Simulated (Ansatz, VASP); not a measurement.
# Fe: VASP beside Ansatz

```
CELL_PARAMETERS angstrom
-1.57151 1.41578 1.34966
1.57151 -1.41578 1.34966
1.57151 1.41578 -1.34966
ATOMIC_POSITIONS crystal
Fe 0.00000 0.00000 0.00000
```

Change from the starting cell: normal strain along x +0.1100, normal strain along z -0.0467.

Alike in both runs: task single point; functional PBE; k mesh 10 × 10 × 10; occupations gaussian, width 0.15 eV; collinear spin.

```csv
,VASP,Ansatz
version,VASP 6.6.1,Ansatz 0.2.0
potentials or method,"VASP PAW PBE potentials, release 64 (Fe)","scalar-relativistic, plane waves, PAW"
plane-wave cutoff (eV),520,520
valence electrons in the cell,8,16
```

```csv
,VASP,Ansatz,Ansatz less VASP
gap on the k mesh at the Fermi level (eV),none,none,-
pressure (GPa),-7.4,-7.5,-0.05
largest component of the traceless stress (GPa),7.12,7.21,+0.092
net moment per atom (μB),2.33,2.31,-0.023
size of the moment on the site where the two differ most (μB),2.34,2.36,+0.024
```

Site moments also hang on the region over which each program counts them. A gap of «none» marks a metal or a gap that the smearing closes. With one functional, cell and mesh, what is left measures potentials, basis and numerics. The two sets of potentials don't hold the same shells in valence.
